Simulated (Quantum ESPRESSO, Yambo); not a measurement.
# A GW chain in Yambo: BeTe (F-43m), part 2 of 3

Wanted: ground state, empty states, screening and self-energy for BeTe (F-43m).

Quantum ESPRESSO 7.5 and Yambo 5.3.0; PBE and many-body steps on it, plane waves. Known limits of the many-body steps: not at the basis limit; no spin-orbit coupling; coarse k mesh.

So far. Step 2 (Ground state): The gap is indirect, with the least direct gap 1.73 eV higher. Step 3 (Bands along the symmetry lines): The gap is 1.863 eV, as in the run before at this level.

The database entry behind the starting cell differs from later determinations by our own check (an axis about 1.5 % short against later determinations), so it need not match the best structure at ambient conditions.

**4. Empty states on the mesh, 4×4×4 mesh, 191 bands**

Level of this step: DFT, PBE, plane waves, norm-conserving pseudopotentials (Quantum ESPRESSO).

The sums over transitions need many empty states on a uniform mesh; this step solves for them.

Input file pw.in:

```
&control
  calculation = 'nscf'
  prefix = 'x'
  outdir = 'o'
  pseudo_dir = 'pseudo'
/
&system
  ibrav = 0
  nat = 2
  ntyp = 2
  ecutwfc = 88.0
  nbnd = 191
  force_symmorphic = .true.
/
&electrons
  conv_thr = 1e-9
  electron_maxstep = 80
  diago_full_acc = .true.
  diago_thr_init = 5e-6
/
ATOMIC_SPECIES
  Be 9.012 Be.upf
  Te 127.6 Te.upf
CELL_PARAMETERS angstrom
  0.0000000000 2.7700000000 2.7700000000
  2.7700000000 0.0000000000 2.7700000000
  2.7700000000 2.7700000000 -0.0000000000
ATOMIC_POSITIONS crystal
  Be 0.0000000000 0.0000000000 0.0000000000
  Te 0.2500000000 0.2500000000 0.2500000000
K_POINTS automatic
  4 4 4 0 0 0
```

Started as:

```sh
> OMP_NUM_THREADS=1 mpirun -n 4 pw.x -nk 4 -in pw.in > pw.out
```

What it wrote:

```text
[banner, memory and clock lines left out]
Program PWSCF v.7.5 starts

     Atomic positions and unit cell read from directory:
     o/x.save/

     Message from routine setup:
     using ibrav=0 with symmetry is DISCOURAGED, use correct ibrav instead

     G-vector sticks info

     bravais-lattice index     =            0
     lattice parameter (alat)  =       7.4028  a.u.
     unit-cell volume          =     286.8573 (a.u.)^3
     number of atoms/cell      =            2
     number of atomic types    =            2
     number of electrons       =        28.00
     number of Kohn-Sham states=          191
     kinetic-energy cutoff     =      88.0000  Ry
     charge density cutoff     =     352.0000  Ry
     Exchange-correlation= PBE
                           (   1   4   3   4   0   0   0)

     celldm(1)=   7.402759  celldm(2)=   0.000000  celldm(3)=   0.000000
     celldm(4)=   0.000000  celldm(5)=   0.000000  celldm(6)=   0.000000

     crystal axes: (cart. coord. in units of alat)
               a(1) = (   0.000000   0.707107   0.707107 )
               a(2) = (   0.707107   0.000000   0.707107 )
               a(3) = (   0.707107   0.707107  -0.000000 )

     reciprocal axes: (cart. coord. in units 2 pi/alat)
               b(1) = ( -0.707107  0.707107  0.707107 )
               b(2) = (  0.707107 -0.707107  0.707107 )
               b(3) = (  0.707107  0.707107 -0.707107 )
     Pseudo is Norm-conserving, Zval =  4.0
     Generated using ONCVPSP code by D. R. Hamann
     Using radial grid of 1358 points,  4 beta functions with:
     Pseudo is Norm-conserving + core correction, Zval = 24.0
     Generated using ONCVPSP code by D. R. Hamann
     Using radial grid of 1294 points,  8 beta functions with:
     Be                4.00     9.01200     Be( 1.00)
     Te               24.00   127.60000     Te( 1.00)

     24 Sym. Ops. (no inversion) found

   Cartesian axes

     site n.     atom                  positions (alat units)
         1        Be     tau(   1) = (   0.0000000   0.0000000   0.0000000  )
         2        Te     tau(   2) = (   0.3535534   0.3535534   0.3535534  )

     number of k points=     8
                       cart. coord. in units 2pi/alat
        k(    1) = (   0.0000000   0.0000000   0.0000000), wk =   0.0312500
        k(    2) = (   0.1767767   0.1767767  -0.1767767), wk =   0.2500000
        k(    3) = (  -0.3535534  -0.3535534   0.3535534), wk =   0.1250000
[...]
k(    7) = (  -0.7071068   0.0000000   0.0000000), wk =   0.0937500
        k(    8) = (  -0.7071068   0.3535534   0.0000000), wk =   0.1875000

     Dense  grid:    31951 G-vectors     FFT dimensions: (  45,  45,  45)

     The potential is recalculated from file :
     o/x.save/charge-density

     Starting wfcs are   15 randomized atomic wfcs +  176 random wfcs

     Band Structure Calculation

     End of band structure calculation

          k = 0.0000 0.0000 0.0000 (  4015 PWs)   bands (ev):

  -149.6016 -99.6293 -99.6293 -99.6293 -90.8180 -26.9192 -26.9192 -26.9192
   -26.9042 -26.9042  -3.2079   9.4262   9.4262   9.4262  13.0168  13.0168
    13.0168  13.6252  17.8212  19.9977  19.9977  20.7608  20.7608  20.7608
[...]
[... 12 further rows ...]
[...]
141.4320 145.6642 148.6016 148.6016 150.5514 150.5514 150.5514

          k = 0.1768 0.1768-0.1768 (  3984 PWs)   bands (ev):

[...]
[... 12 further rows ...]
[...]
146.0102 146.0102 146.0579 147.1897 147.7380 147.7380 148.2763

          k =-0.3536-0.3536 0.3536 (  3996 PWs)   bands (ev):

[...]
71.7481  71.7481  72.3093  72.3093  72.7972  73.7089  73.7643  74.8678
     [... 12 further rows ...]
   139.1374 139.1374 139.7840 140.2124 140.2124 143.0865 143.0865 143.5810
   143.9877 145.2627 145.2627 147.1390 147.5206 147.5206 149.5999

          k = 0.3536 0.0000 0.0000 (  4016 PWs)   bands (ev):

     [... further k-points ...]

     highest occupied, lowest unoccupied level (ev):     9.4262   11.2895

     XML data file, pseudopotentials, collected wavefunctions
```

Elapsed: 18 s, on 4 MPI ranks of Arm Neoverse V1, shared host; peak memory 0.46 GiB; 71 s of CPU time.

Numbers from this step:

```
gap                                                           : 1.863 eV
k of the valence top                                          : 0, 0, 0
k of the conduction bottom                                    : 0, -0.5, -0.5
least direct gap                                              : 3.591 eV
k points computed                                             : 8
lowest point of the top converged band, above the valence top : 136.7631 eV
```

On this mesh the gap is 1.863 eV.

**5. Conversion and set-up**

This step: Yambo 5.3.0; conversion and set-up on PBE, plane waves, norm-conserving pseudopotentials.

The states are converted to the many-body program's format and the q mesh is built.

Started as:

```sh
> (cd o/x.save; p2y > p2y.log; mv SAVE ../..); yambo > setup.log
```

What it wrote:

```text
 Yambo, version 5.3.0

 [02] CORE Variables Setup
 =========================

  [02.01] Unit cells
  ==================

  Cell kind             :  FCC
  Atoms in the cell     :  Be  Te
  number of Be atoms    :  1
  number of Te atoms    :  1

  List of atomic masses
  Mass of Be    :  9.012000
  Mass of Te    :  127.6000

  List of atomic coordinates    : [cc]
  Be1       :  0.000000  0.000000  0.000000  order 1
  Te1       :  2.617271  2.617271  2.617271  order 2

  Alat factors          :  5.234541  5.234541  5.234541 [a.u.]
  Direct lattice volume :  286.8573 [a.u.]
  Direct lattice vectors:  A[ 1 ]  A[ 2 ]  A[ 3 ]
   A[ 1 ]:  0.000000  1.000000  1.000000  [iru]
   0.000000  5.234541  5.234541  [cc]
   A[ 2 ]:  1.000000  0.000000  1.000000  [iru]
   5.234541  0.000000  5.234541  [cc]
   A[ 3 ]:  1.000000  1.000000 -0.000000  [iru]
   5.234541  5.234541 -0.000000  [cc]

  Recip. lattice volume :  0.864716 [a.u.]
  Recip. lattice vectors:  B[ 1 ]  B[ 2 ]  B[ 3 ]
   B[ 1 ]: -0.500000  0.500000  0.500000  [iku]
  -0.600166  0.600166  0.600166  [cc]
   B[ 2 ]:  0.500000 -0.500000  0.500000  [iku]
   0.600166 -0.600166  0.600166  [cc]
   B[ 3 ]:  0.500000  0.500000 -0.500000  [iku]
   0.600166  0.600166 -0.600166  [cc]

  [02.02] Symmetries
  ==================

  Inversion symmetry    : yes
  Spatial inversion     : no
  Inversion index       :  25
  K-space Time-reversal : yes
  Magnetic symmetries   : no
  Time-reversal derived K-space symmetries:   25   48
  Group table correct   : yes
  Symmetries units      :  [cc]

   [S  1]:   1.0000      0.34382E-16  0.34382E-16  0.34382E-16   1.0000     -0.34382E-16 -0.34382E-16 -0.34382E-16   1.0000
   [S  2]:  -1.0000     -0.34382E-16  0.34382E-16 -0.34382E-16  -1.0000     -0.34382E-16  0.34382E-16  0.34382E-16   1.0000
   [S  3]:  -1.0000      0.34382E-16 -0.34382E-16 -0.34382E-16   1.0000      0.34382E-16  0.34382E-16 -0.34382E-16  -1.0000
[...]
[S  9]:  0.34382E-16   1.0000      0.34382E-16 -0.34382E-16  0.34382E-16   1.0000       1.0000     -0.34382E-16 -0.34382E-16
   [S 10]:  0.34382E-16  -1.0000     -0.34382E-16 -0.34382E-16 -0.34382E-16  -1.0000       1.0000      0.34382E-16  0.34382E-16
     [... 36 further rows ...]
   [S*47]:   1.0000      0.34382E-16 -0.34382E-16  0.34382E-16 -0.34382E-16  -1.0000     -0.34382E-16   1.0000      0.34382E-16
   [S*48]:   1.0000     -0.34382E-16  0.34382E-16  0.34382E-16  0.34382E-16   1.0000     -0.34382E-16  -1.0000     -0.34382E-16

  [02.03] Reciprocal space
  ========================

  nG shells         :   328
  nG charge         :   31951
  nG WFs            :   4873
  nC WFs            :   4016
  G-vecs. in first 32 shells:  [ Number ]
     1    9   15   27   51   59   65   89  113
    137   169   181   229   259   283   307   331   339
    387   411   459   531   537   561   609   645   701
    725   749   821   869   893
  ...
[...]
K/Q-points units:
  rlu = crystal or reduced units; cc = cartesian coordinates; iku = interal k-units

  K [1]          [rlu]:  0.000000  0.000000  0.000000
         WF components:   4015
  K [2]          [rlu]: -0.15124E-17 -0.15124E-17  0.25000
         WF components:   3984
  K [3]          [rlu]:  0.30247E-17  0.30247E-17 -0.50000
         WF components:   3996
  K [4]          [rlu]: -0.97766E-18  0.25000      0.25000
         WF components:   4016
  K [5]          [rlu]:  0.18396E-16  0.25000     -0.50000
         WF components:   4008
  [... 2 further k-points ...]
  K [8]          [rlu]:  0.250000 -0.500000 -0.250000
         WF components:   3996

  [02.05] Energies & Occupations
  ==============================

  [X] === General ===
  [X] Electronic Temperature                        :  0.000000  0.000000 [eV K]
  [X] Bosonic    Temperature                        :  0.000000  0.000000 [eV K]
  [X] Finite Temperature mode                       : no
  [X] El. density                                   :  0.65870E+24 [cm-3]
  [X] Fermi Level                                   :  9.426233 [eV]

  [X] === Gaps and Widths ===
  [X] Conduction Band Min                           :  1.863269 [eV]
  [X] Valence Band Max                              :  0.000000 [eV]
  [X] Filled Bands                                  :  14
  [X] Empty Bands                                   :   15  191
  [X] Direct Gap                                    :  3.590531 [eV]
  [X] Direct Gap localized at k                     :  1
  [X] Indirect Gap                                  :  1.863269 [eV]
  [X] Indirect Gap between kpts                     :   1   7
  [X] Last valence band width                       :  3.442439 [eV]
  [X] 1st conduction band width                     :  3.467501 [eV]

  E @ K [1]:  [eV]
  -159.0278 -109.0555 -109.0555 -109.0555 -100.2442  -36.3455  -36.3455  -36.3455
   -36.330      -36.330      -12.634     -0.13960E-10 -0.11288E-10   0.0000       3.5905       3.5905
    3.59053   4.19896   8.39501  10.57148  10.57148  11.33460  11.33460  11.33460
[...]
occ @ K [1]
[...]
E @ K [2]:  [eV]
[...]
occ @ K [2]
[...]
E @ K [3]:  [eV]
[...]
occ @ K [3]
[...]
E @ K [4]:  [eV]
[...]
occ @ K [4]
[...]
E @ K [5]:  [eV]
[...]
occ @ K [5]
[...]
[... 2 further k-points ...]
  E @ K [8]:  [eV]
[...]
occ @ K [8]
[...]
0.000000  0.000000  0.000000  0.000000  0.000000  0.000000  0.000000  0.000000
   0.000000  0.000000  0.000000  0.000000  0.000000  0.000000  0.000000  0.000000

 [03] Transferred momenta grid and indexing
 ==========================================

 IBZ Q-points                                      :   8
 BZ  Q-points                                      :   64

 K/Q-points units:
 rlu = crystal or reduced units; cc = cartesian coordinates; iku = interal k-units

 Q [1]          [rlu]:  0.000000  0.000000  0.000000
 Q [2]          [rlu]: -0.61447E-17 -0.61447E-17  0.25000
 Q [3]          [rlu]:  0.12289E-16  0.12289E-16 -0.50000
[...]
Q [7]          [rlu]: -0.44291E-16 -0.50000     -0.50000
 Q [8]          [rlu]:  0.250000 -0.500000 -0.250000

  [03.01] X indexes
  =================

   [03.01.01] Sigma indexes
   ========================

 [06] Game Over & Game summary
```

Run time: 2.6 s. Hardware: 1 MPI rank; peak memory 0.25 GiB.

[end of part 2 of 3]

[Paths, hosts, dates, memory and timing lines, banners, echoed tables and standing remarks are left out of the program output.]

[Logs are printed without paths, hosts, clocks, repeated set-up lines and the standing remarks that a program may print on its own settings, such as how far it seeks lower states.]

[Runs of the session that timed out or met a known fault of the program may be left out.]

[Hosts, paths, dates, database ids (printed as entryN), source tags and the programs' standing remarks are cut or masked in the printed files.]
